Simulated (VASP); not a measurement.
# CdS (Greenockite) (P6_3mc) in VASP: notebook, part 2 of 2

VASP 6.6.1. Earlier steps stand in the parts before.

**3. Relaxation of cell and atoms, PBE+D3(BJ)**

This run uses another cell than the first one, of 25.22 Å³/atom, 1.004 times its volume.

Contents of INCAR:

```
PREC = Accurate ; ENCUT = 600
EDIFF = 1E-7 ; ISMEAR = 0
SIGMA = 0.03 ; LREAL = False
LASPH = True ; NELM = 80
ALGO = Normal ; ISIF = 3
LWAVE = False ; LCHARG = False
GGA = PE ; IVDW = 12
IBRION = 2 ; NSW = 90
EDIFFG = -0.005
```

Contents of KPOINTS:

```
regular mesh
0
Gamma
  9 9 4
```

Contents of POSCAR:

```
CdS                                     
1.0
    4.1497009568      0.0000000000      0.0000000000
   -2.0748504784      3.5937464467     -0.0000000000
    0.0000000000      0.0000000000      6.7656022719
  Cd              S             
     2     2
Direct
     0.3333333332999970    0.6666666667000030    0.9995972382423295
     0.6666666667000030    0.3333333332999970    0.4995972382423295
     0.3333333332999970    0.6666666667000030    0.3754027617576705
     0.6666666667000030    0.3333333332999970    0.8754027617576705
```

Potentials or basis: VASP PAW PBE potentials, release 64 (Cd, S).

Launch:

```sh
$ cat potpaw_PBE.64/Cd/POTCAR potpaw_PBE.64/S/POTCAR > POTCAR
$ mpirun -np 1 vasp_std > vasp.out
```

OUTCAR:

```text
PREC = Accurate
   ENCUT = 600
   EDIFF = 1E-7
   ISMEAR = 0
   LREAL = False
   LASPH = True
   NELM = 80
   ISIF = 3
   GGA = PE
   IVDW = 12
   IBRION = 2
   NSW = 90
   EDIFFG = -0.005
 IVDW          = 12

 ion  position               nearest neighbor table
   1  0.333  0.667  1.000-   4 2.54   4 2.54   4 2.54   3 2.54
   2  0.667  0.333  0.500-   3 2.54   3 2.54   3 2.54   4 2.54
   3  0.333  0.667  0.375-   2 2.54   2 2.54   2 2.54   1 2.54
   4  0.667  0.333  0.875-   1 2.54   1 2.54   1 2.54   2 2.54

  LATTYP: Found a hexagonal cell.
 ALAT       =     4.1497009568
 C/A-ratio  =     1.6303830908

  Lattice vectors:

 A1 = (   4.1497009568,   0.0000000000,   0.0000000000)
 A2 = (  -2.0748504784,   3.5937464467,   0.0000000000)
 A3 = (   0.0000000000,   0.0000000000,   6.7656022719)

Analysis of symmetry for initial positions (statically):
=====================================================================
 Subroutine PRICEL returns:
 Original cell was already a primitive cell.

 Routine SETGRP: Setting up the symmetry group for a
 hexagonal supercell.

 Subroutine GETGRP returns: Found 12 space group operations
 (whereof  6 operations were pure point group operations)
 out of a pool of 24 trial point group operations.

The static configuration has the point symmetry C_3v.
 The point group associated with its full space group is C_6v.

Analysis of symmetry for dynamics (positions and initial velocities):
=====================================================================
 Subroutine PRICEL returns:
 Original cell was already a primitive cell.

 Routine SETGRP: Setting up the symmetry group for a
 hexagonal supercell.

 Subroutine GETGRP returns: Found 12 space group operations
 (whereof  6 operations were pure point group operations)
[... 187 lines left out ...]
     -0.00000      2.39583      2.53983         0.000000     -0.000000      0.005640
      2.07485      1.19792      5.92263        -0.000000     -0.000000      0.005640
 -----------------------------------------------------------------------------------
    total drift:                               -0.000000      0.000000     -0.000227

  FREE ENERGIE OF THE ION-ELECTRON SYSTEM (eV)
  ---------------------------------------------------
  free  energy   TOTEN  =       -13.4781975915 eV

  energy  without entropy=      -13.4781975915  energy(sigma->0) =      -13.47819759

--------------------------------------- Ionic step        2  -------------------------------------------

 number of electron      36.0000007 magnetization

 Free energy of the ion-electron system (eV)
  ---------------------------------------------------
  ext. energy  EPLUGINS =         0.00000000
  ---------------------------------------------------
  free energy    TOTEN  =       -12.27377220 eV

  energy without entropy =      -12.27377220  energy(sigma->0) =      -12.27377220

 E-fermi :   1.3282     XC(G=0):  -9.0689

 val. band max:        1.1784196384   @ k =   0.0000   0.0000   0.0000
 cond. band min:       2.3652081997   @ k =   0.0000   0.0000   0.0000
 fundamental gap:      1.1867885614
 Fermi energy:         1.3281901146

 k-point     1 :       0.0000    0.0000    0.0000
  band No.  band energies     occupation
      1     -11.0997      2.00000
      2     -10.6835      2.00000
      3      -6.4780      2.00000
      4      -6.4687      2.00000
      5      -6.4687      2.00000
      6      -6.3871      2.00000
[... 589 lines left out ...]
     21       6.2831      0.00000
     22       7.9291      0.00000

 [... further k-points ...]

------------------------ aborting loop because EDIFF is reached ----------------------------------------

 Edisp (eV)   -1.20443

 E8    (eV) :    -0.4907

  FORCE on cell =-STRESS in cart. coord.  units (eV):
  Direction    XX          YY          ZZ          XY          YZ          ZX
  --------------------------------------------------------------------------------------
  -------------------------------------------------------------------------------------
  Total       0.00936     0.00936    -0.00204     0.00000     0.00000    -0.00000
  in kB       0.14878     0.14878    -0.03243     0.00000     0.00000    -0.00000
  external pressure =        0.09 kB  Pullay stress =        0.00 kB

 VOLUME and BASIS-vectors are now :
 -----------------------------------------------------------------------------
  energy-cutoff  :      600.00
  volume of cell :      100.84
      direct lattice vectors                 reciprocal lattice vectors
     4.148837930  0.000000000  0.000000000     0.241031348  0.139159514  0.000000000
    -2.074418965  3.592999044  0.000000000     0.000000000  0.278319028  0.000000000
     0.000000000 -0.000000000  6.764514581     0.000000000  0.000000000  0.147830267

 POSITION                                       TOTAL-FORCE (eV/Angst)
 -----------------------------------------------------------------------------------
     -0.00000      2.39533      6.76152         0.000000      0.000000     -0.002553
      2.07442      1.19767      3.37926        -0.000000      0.000000     -0.002553
     -0.00000      2.39533      2.53969         0.000000     -0.000000      0.002553
      2.07442      1.19767      5.92195        -0.000000     -0.000000      0.002553
 -----------------------------------------------------------------------------------
    total drift:                               -0.000000      0.000000     -0.000332

  FREE ENERGIE OF THE ION-ELECTRON SYSTEM (eV)
  ---------------------------------------------------
  free  energy   TOTEN  =       -13.4782059408 eV

  energy  without entropy=      -13.4782059408  energy(sigma->0) =      -13.47820594

 reached required accuracy - stopping structural energy minimisation
```

CONTCAR:

```text
CdS
   1.00000000000000
     4.1488379303208447    0.0000000000000000    0.0000000000000000
    -2.0744189651604223    3.5929990438449115    0.0000000000000000
     0.0000000000000000   -0.0000000000000000    6.7645145811608254
  Cd              S
     2     2
Direct
     0.3333333332999970    0.6666666667000030    0.9995570249266912
     0.6666666667000030    0.3333333332999970    0.4995570249266912
     0.3333333332999970    0.6666666667000030    0.3754429750733088
     0.6666666667000030    0.3333333332999970    0.8754429750733088

  0.00000000E+00  0.00000000E+00  0.00000000E+00
  0.00000000E+00  0.00000000E+00  0.00000000E+00
  0.00000000E+00  0.00000000E+00  0.00000000E+00
  0.00000000E+00  0.00000000E+00  0.00000000E+00
```

Run time: 94 s. Hardware: 1 thread of AMD EPYC 9R45 (Zen 5), shared host; peak memory 0.28 GiB.

Results:

* Free energy: -13.4782 eV
* Relaxed volume: 25.21 Å³/atom
* Relaxed cell: a = 4.149 Å, b = 4.149 Å, c = 6.765 Å, α = 90.00°, β = 90.00°, γ = 120.00°
* Space group after relaxing (to 0.05 Å): P6_3mc (No. 186)
* Energy gained by relaxing: 0.0 meV/atom
* Ionic steps: 2
* Pressure after relaxing: 0.0 GPa
* Band gap on the k mesh: 1.19 eV, direct
* Dispersion energy per atom: -0.301 eV

Forces in eV/Å, atoms in the order of the input:
```
Cd   0.000  0.000 -0.003
Cd   0.000  0.000 -0.003
S    0.000  0.000  0.003
S    0.000  0.000  0.003
```

Final structure:
```yaml
crystal:
  lattice:
    - [4.14884, 0.00000, 0.00000]
    - [-2.07442, 3.59300, 0.00000]
    - [0.00000, 0.00000, 6.76451]
  atoms:
    - { symbol: Cd, position: [0.33333, 0.66667, 0.99956] }
    - { symbol: Cd, position: [0.66667, 0.33333, 0.49956] }
    - { symbol: S, position: [0.33333, 0.66667, 0.37544] }
    - { symbol: S, position: [0.66667, 0.33333, 0.87544] }
```
